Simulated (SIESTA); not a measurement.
The system is AlN.

```xyz
2
Lattice="0.0000 2.1840 2.1840 2.1840 0.0000 2.1840 2.1840 2.1840 0.0000" Properties=species:S:1:pos:R:3 pbc="T T T"
Al    0.0000    0.0000    0.0000
N     1.0920    1.0920    1.0920
```

Measurements of this composition are mostly on another form, of space group No. 186.

Program: SIESTA 5.4.2. Alike in all runs: task band structure; no spin polarisation; cell as given; k mesh 10 × 10 × 10; smearing fermi-dirac 0.05 eV; grid cutoff 800 Ry.

Question: Order these runs on this cell by their pressure, lowest first.
A. level vdW-DF-cx; potentials or basis PseudoDojo 0.4 standard (PBE files), DZP (energy shift 0.003 Ry); energy shift 0.003 Ry
B. level AM05; potentials or basis PseudoDojo 0.4 standard (PBEsol files), DZP (energy shift 0.003 Ry); energy shift 0.003 Ry
C. level LDA; potentials or basis PseudoDojo 0.4 standard (LDA files), DZP (energy shift 0.002 Ry; radii capped at 9.5 bohr); energy shift 0.002 Ry
D. level BLYP; potentials or basis PseudoDojo 0.4 standard (PBE files), DZP (energy shift 0.002 Ry; radii capped at 9.5 bohr); energy shift 0.002 Ry

Answer: C (-2.6 GPa), B (2.8 GPa), A (4.7 GPa), D (11.2 GPa).

Caveats: the basis of atomic orbitals isn't converged, which shifts pressures, moduli and gaps; the potentials were made for another functional, which shifts forces and pressure (some runs).

Runs at the PBE level aren't shown here.
